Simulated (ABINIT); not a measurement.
Runs of ABINIT 10.8.3 (patched build) on ZrN. The structure is cubic, space group Fm-3m (No. 225). Conventional cell: a = 4.600 Å, b = 4.600 Å, c = 4.600 Å, α = 90.00°, β = 90.00°, γ = 90.00°. Around Zr (site symmetry m-3m) lie 6 N at 2.30 Å. N (site symmetry m-3m) has 6 Zr at 2.30 Å as nearest neighbours. 

| task | level | potentials or basis | spin | k mesh | cutoff (eV) | fine-grid cutoff | gap on the mesh (eV) | pressure (GPa) | V0 of scaled cells (Å³/atom) | B0 (GPa) |
| --- | --- | --- | --- | --- | --- | --- | --- | --- | --- | --- |
| equation of state | BLYP+D3 | JTH PAW PBE v2.0 | off | 10 × 10 × 10 | 707 | 1306.15 eV | - | - | (b) | (d) |
| band structure | BP86 | JTH PAW PBE v2.0 | off | 10 × 10 × 10 | 707 | 1306.15 eV | none | -0.2 | - | - |
| equation of state | AM05 | JTH PAW PBE v2.0 | off | 10 × 10 × 10 | 707 | 1306.15 eV | - | - | 11.75 | 268 |
| single point | PBEsol | JTH PAW PBE v2.0 | off | 8 × 8 × 8 | 707 | 1306.15 eV | none | (a) | - | - |
| equation of state | HCTH407 | JTH PAW PBE v2.0 | off | 10 × 10 × 10 | 707 | 1306.15 eV | - | - | 11.95 | (c) |
| band structure | HCTH407 | JTH PAW PBE v2.0 | SOC, no magnetisation | 10 × 10 × 10 | 707 | 1306.15 eV | none | -4.3 | - | - |
| equation of state | RPBE | JTH PAW PBE v2.0 | off | 10 × 10 × 10 | 707 | 1306.15 eV | - | - | 12.31 | 237 |

Alike in all rows: cell as given; smearing fermi-dirac 0.05 eV.

Problem. Estimate the missing entries.

Solution. (a) -7.8; (b) 11.98; (c) 245; (d) 257.

Caveats: the PAW data sets were made with another functional, which shifts forces and pressure a little; pressures at fixed basis lie under the slope of the energies (some runs).

A k mesh can miss the band edges, and rows without SOC leave out spin-orbit coupling on Zr.

A gap of «none» marks a metal or a gap under the smearing width.

Runs at the PBE level aren't shown here.
